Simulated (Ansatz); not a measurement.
A strain series on TiS2 (CdI2 type): uniaxial along z, other directions held

TiS2, CdI2 type, relaxed with r2SCAN+rVV10 in Ansatz 0.2.0, then strained (uniaxial along z, other directions held; changes of length per length, axes as in the cell below) with the atoms relaxed again within the symmetry that is left. It is trigonal, P-3m1 (No. 164); conventional cell a = 3.411 Å, c = 5.739 Å, 19.27 Å³ an atom. Ti has 6 S at 2.42 Å; S has 3 Ti at 2.42 Å. Calculated for a static, non-magnetic cell.

```
CELL_PARAMETERS angstrom
3.41060 0.00000 0.00000
-1.70530 2.95367 0.00000
0.00000 0.00000 5.73872
ATOMIC_POSITIONS crystal
Ti 0.00000 0.00000 0.00000
S 0.33333 0.66667 0.24491
S 0.66667 0.33333 0.75509
```

Gaps are the least over each mesh (HSE06 6×6×4 when unstrained) and the special points, which keep their unstrained names.

```
strain (%)  gap, HSE06 (eV)  edges, HSE06
      -2.5            0.586         Γ → L
       0.0            0.614         Γ → L
      +2.5            0.623         Γ → L
```

**Question.** Estimate the row for a strain of +5.85 %.

**Answer.**
```
strain (%)  gap, HSE06 (eV)  edges, HSE06
     +5.85            0.641         Γ → L
```

Between zero and the nearest strains the slope of the HSE06 gap against strain is +0.011 eV per percent for negative and +0.004 for positive strain.

The meshes of the hybrids are coarse, so their gaps aren't converged to the digits shown.
